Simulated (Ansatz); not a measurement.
# LiCl: the cell at several levels of theory

The task here is to estimate one member of a computed series from the others.

The COD entry's cell or inner coordinates are ideal or old and differ from later refinements, so a difference from it is no clean test against experiment.

Code: Ansatz 0.2.0. PAW datasets, plane waves, zero pressure. Calculated at 0 K for a non-magnetic cell.

## The cell

The symmetry is Fm-3m (No. 225, cubic); conventional cell a = 5.130 Å, 16.87 Å³ an atom. Around Li lie 6 Cl at 2.56 Å; around Cl lie 6 Li at 2.56 Å.

Coordinates:

```cif
data_structure
_symmetry_space_group_name_H-M 'Fm-3m'
_symmetry_Int_Tables_number 225
_cell_length_a 5.1295
_cell_length_b 5.1295
_cell_length_c 5.1295
_cell_angle_alpha 90.000
_cell_angle_beta 90.000
_cell_angle_gamma 90.000
_cell_volume 134.97
loop_
_atom_site_label
_atom_site_type_symbol
_atom_site_symmetry_multiplicity
_atom_site_Wyckoff_symbol
_atom_site_fract_x
_atom_site_fract_y
_atom_site_fract_z
_atom_site_occupancy
Li1 Li 4 a 0.00000 0.00000 0.00000 1
Cl1 Cl 4 b 0.50000 0.00000 0.00000 1
```

The first run:

File input.yaml:

```yaml
crystal:
  lattice:
    - [0.0, 2.56477, 2.56477]
    - [2.56477, 0.0, 2.56477]
    - [2.56477, 2.56477, 0.0]
  atoms:
    - { symbol: Li, position: [0.0, 0.0, 0.0] }
    - { symbol: Cl, position: [0.5, 0.5, 0.5] }
kpoints:
  mp_grid: { grid: [8, 8, 8] }
hamiltonian:
  xc: pbe
scf:
  occupations: { method: fermi_dirac, width: 0.02 }
relax:
  f_tol: 0.005
  cell: {}
```

Run with:

```console
> ansatz run input.yaml --threads 2 --pin off --max-ram 2211MiB --backend cpu --events-out ev --progress --plain --runs-dir out
```

Steps of the session up to this table: PBE: cell and atoms; Relaxation with r2SCAN; PBEsol: cell and atoms; Relaxing with LDA; Relaxation with HSE06.

One table of the session follows, with a row left open; its other results are not shown here.

It belongs to the step «The cells side by side». 

```
 level  a (Å)  volume (Å³/atom)
   PBE      ?                 ?
r2SCAN  5.112            16.699
PBEsol  5.064            16.236
   LDA  4.965            15.299
 HSE06  5.114            16.722
```

Estimate the missing values for PBE.

The run gave: a (Å): 5.150; volume (Å³/atom): 17.077. In the column «a (Å)» it is the highest.

From the start to the first minimum the volume moved by +1.2 %. LDA gives the smallest cell and PBE the largest; they differ by 11.6 % in volume, a mean of 3.7 % in length. The meshes differ: PBE 8×8×8, r2SCAN 8×8×8, PBEsol 8×8×8, LDA 8×8×8, HSE06 6×6×6.
